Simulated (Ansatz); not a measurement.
# Al2Pt: the cost of one run

Computed with Ansatz 0.2.0 (DFT LDA, scalar-relativistic, unless a step's input says otherwise).

## Step 1: Starting point

The structure is cubic, space group Fm-3m (No. 225). Conventional cell: a = 5.910 Å, b = 5.910 Å, c = 5.910 Å, α = 90.00°, β = 90.00°, γ = 90.00°. Al (site symmetry -43m) is surrounded by 4 Pt at 2.56 Å. Pt (site symmetry m-3m) has 8 Al at 2.56 Å in its first shell of neighbours.

Structure file:

```cif
data_structure
_symmetry_space_group_name_H-M 'P 1'
_symmetry_Int_Tables_number 1
_cell_length_a 4.1790
_cell_length_b 4.1790
_cell_length_c 4.1790
_cell_angle_alpha 60.000
_cell_angle_beta 60.000
_cell_angle_gamma 60.000
_cell_volume 51.61
loop_
_atom_site_label
_atom_site_type_symbol
_atom_site_fract_x
_atom_site_fract_y
_atom_site_fract_z
_atom_site_occupancy
Al1 Al 0.25000 0.25000 0.25000 1
Al2 Al 0.75000 0.75000 0.75000 1
Pt1 Pt 0.00000 0.00000 0.00000 1
```

Atoms are numbered in the order of the input: Al1, Al2, Pt3.

## Step 2: The deformed structure

Space group Fm-3m before, R-3m after.

## Step 3: All-electron LAPW

The input, input.yaml:

```yaml
crystal:
  lattice:
    - [0.0591, 2.98455, 2.98455]
    - [2.98455, 0.0591, 2.98455]
    - [2.98455, 2.98455, 0.0591]
  atoms:
    - { symbol: Al, position: [0.25, 0.25, 0.25] }
    - { symbol: Al, position: [0.75, 0.75, 0.75] }
    - { symbol: Pt, position: [0.0, 0.0, 0.0] }
kpoints:
  mp_grid: { grid: [12, 12, 12] }
  band_path:
    path:
      - [0.0, 0.0, 0.0]
      - [0.5, 0.5, 0.5]
      - [0.2451701269, 0.5, 0.7548298731]
      - [-0.2451701269, 0.2451701269, 0.5]
      - [0.0, 0.0, 0.5]
      - [0.0, 0.0, 0.0]
      - [-0.3725850634, 0.0, 0.3725850634]
      - [0.0, 0.3725850634, 0.6274149366]
      - [0.0, 0.5, 0.5]
    npoints: 5
scf:
  occupations: { method: fermi_dirac, width: 0.08 }
hamiltonian:
  xc: lda
  pseudopotentials: { kind: all_electron, lapw: { basis_error: 0.001 } }
output:
  forces: true
  stress: true
  eigenvalues: true
```

Run with:

```sh
ansatz run input.yaml --threads 1 --pin off --max-ram 4096MiB --backend cpu --events-out ev --progress --plain --runs-dir out
```

**Question.** How long does this run take on 1 thread of Arm Neoverse V1, shared host, and how much memory does it need?

About 1.8 min, with a peak of 0.93 GiB.
